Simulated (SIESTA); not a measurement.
## TaN under changes of volume

One of the cells (10.813 Å³/atom); the others are scaled copies at fixed shape and fractional positions:

```
CELL_PARAMETERS angstrom
0.00000 2.21132 2.21132
2.21132 0.00000 2.21132
2.21132 2.21132 0.00000
ATOMIC_POSITIONS crystal
Ta 0.50000 0.50000 0.50000
N 0.00000 0.00000 0.00000
```

The cell comes from a database or a generator and needn't be the stable form of this composition.

| Quantity | Value |
| --- | --- |
| Program | SIESTA 5.4.2 |
| Functional | PBE |
| Potentials or basis | PseudoDojo 0.4 standard (PBE files, fully relativistic) |
| Basis | DZP (energy shift 0.002 Ry) |
| Grid cutoff | 800 Ry |
| Energy shift | 0.002 Ry |
| k mesh | 8 × 8 × 8 |
| Occupations | fermi-dirac, width 0.05 eV |
| Spin | non-collinear spin, zero start, spin-orbit coupling |
| Starting moments | [[0.0, 0.0, 0.0], [0.0, 0.0, 0.0]] μB |

```tsv
volume (Å³/atom)	energy over the lowest point (meV/atom)	pressure (GPa)
10.164	64.66	29.5
10.381	?	?
10.597	10.36	11.5
10.813	0.27	3.8
11.030	0.00	-3.2
11.246	8.81	-9.6
11.462	25.75	-15.3
```

Q: What does the run at 10.381 Å³/atom give?

A: Energy over the lowest point 31.43 meV/atom; pressure 20.0 GPa.

Worked out: A Birch-Murnaghan fit of order 3 (a polynomial in V^(-2/3)) to the other rows has its minimum at 10.93 Å³/atom with B0 = V·E''(V) = 353 GPa and B' = 3.9. It gives 31.41 meV/atom at 10.381 Å³/atom, against the run's 31.43, and -dE/dV = 19.9 GPa, against 20.0.

Energies are extrapolated to zero smearing.

Caveats: semicore shells carry a single zeta, which can move pressures by several GPa and volumes by a few percent; the basis of atomic orbitals isn't converged, which shifts pressures, moduli and gaps.
